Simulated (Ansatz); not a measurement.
TiAl:

```xyz
2
Lattice="3.1791 0.0000 0.0000 0.0000 3.1791 0.0000 0.0000 0.0000 3.1791" Properties=species:S:1:pos:R:3 pbc="T T T"
Ti    0.0000    0.0000    0.0000
Al    1.5895    1.5895    1.5895
```

The cell comes from a database or a generator and needn't be the stable form of this composition.

Base run:

```yaml
Program: Ansatz 0.2.0
Functional: r2SCANh
Dispersion: D4
Potentials_or_basis: Ansatz PAW
Cutoff: "500 eV (not typed: the program's choice for these potentials)"
k_mesh: 6 × 6 × 6
Occupations: methfessel-paxton, width 0.05 eV
Spin: no spin polarisation
```

Its results: band gap on the k mesh none (metal or under the smearing width); pressure -3.0 GPa.

Question: The run is repeated on the same cell with these changes: functional from r2SCANh to r2SCAN0; occupations from methfessel-paxton, width 0.05 eV to gaussian, width 0.02 eV. What comes out?

Answer: Band gap on the k mesh none (metal or under the smearing width); pressure -4.3 GPa.

Caveats: pairwise dispersion overbinds metals, which lowers pressure and volume; the PAW data sets come from PBE, with cores solved anew for the run's functional, which leaves a small shift of forces and pressure; the thresholds are loose for stress.
